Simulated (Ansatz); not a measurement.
PbO2:

```
Pb O
1.0
     4.99496    0.00000    0.00000
     0.00000    4.99496    0.00000
     0.00000    0.00000    3.40900
Pb O
2 4
Direct
  0.50000 0.50000 0.50000
  0.00000 0.00000 0.00000
  0.69257 0.69257 0.00000
  0.80743 0.19257 0.50000
  0.19257 0.80743 0.50000
  0.30743 0.30743 0.00000
```

The cell is a database's computed one.

Base run:

- Program: Ansatz 0.2.0
- Functional: LDA
- Potentials or basis: all-electron LAPW, scalar-relativistic
- Cutoff: 343 eV
- Density cutoff: 1370 eV
- Basis error allowed: 0.002 eV/atom
- k mesh: 6 × 6 × 8
- Occupations: fermi-dirac, width 0.05 eV
- Spin: no spin polarisation

Its results: pressure -3.9 GPa; largest force 0.051 eV/Å.

Problem. After a change of settings the same cell gave: pressure 5.7 GPa; largest force 0.041 eV/Å. Which change was it?
A. functional from LDA to PBEsol; basis error allowed from 0.002 eV/atom to 0.001 eV/atom
B. functional from LDA to PBE
C. functional from LDA to PBEsol

Solution. B.

PBE binds less tightly than LDA, so the same cell stands under more pressure.

Not every run made on this cell is shown here.
